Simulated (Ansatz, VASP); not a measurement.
# Two plane-wave programs on SiC

```
Si C
1.0
     2.75893    0.00000    0.00000
    -1.37947    2.38931    0.00000
     0.00000    0.00000    4.24916
Si C
1 1
Cartesian
  0.0000 1.5929 0.0000
  1.3795 0.7964 2.1246
```

Alike in both runs: task relaxation of cell and atoms; functional PBE; k mesh 6 × 6 × 4; occupations gaussian, width 0.1 eV; no spin polarisation.

|  | VASP | Ansatz |
| --- | --- | --- |
| version | VASP 6.6.1 | Ansatz 0.2.0 |
| potentials or method | VASP PAW PBE potentials, release 64 (Si, C) | scalar-relativistic, plane waves, PAW |
| plane-wave cutoff (eV) | 600 | 420 |
| valence electrons in the cell | 8 | 8 |

Ansatz gave:

```
gap on the k mesh at the Fermi level, each at its own relaxed structure (eV) : none
relaxed volume (Å³/atom)                                                     : 9.13
relaxed cell length with the largest relative difference (Å)                 : 2.497
energy change over the relaxation (meV/atom)                                 : -1578
```

Task: Which values does VASP return?

Result: gap on the k mesh at the Fermi level, each at its own relaxed structure (eV): none; relaxed volume (Å³/atom): 9.12; relaxed cell length with the largest relative difference (Å): 2.495; energy change over the relaxation (meV/atom): -1575.

A gap of «none» marks a metal or a gap that the smearing closes.

Caveats: the k mesh is coarse (spacing up to 0.44 Å⁻¹), so the values aren't converged; the volume moved by over 15 % at a fixed basis, so the end points are rough (VASP).
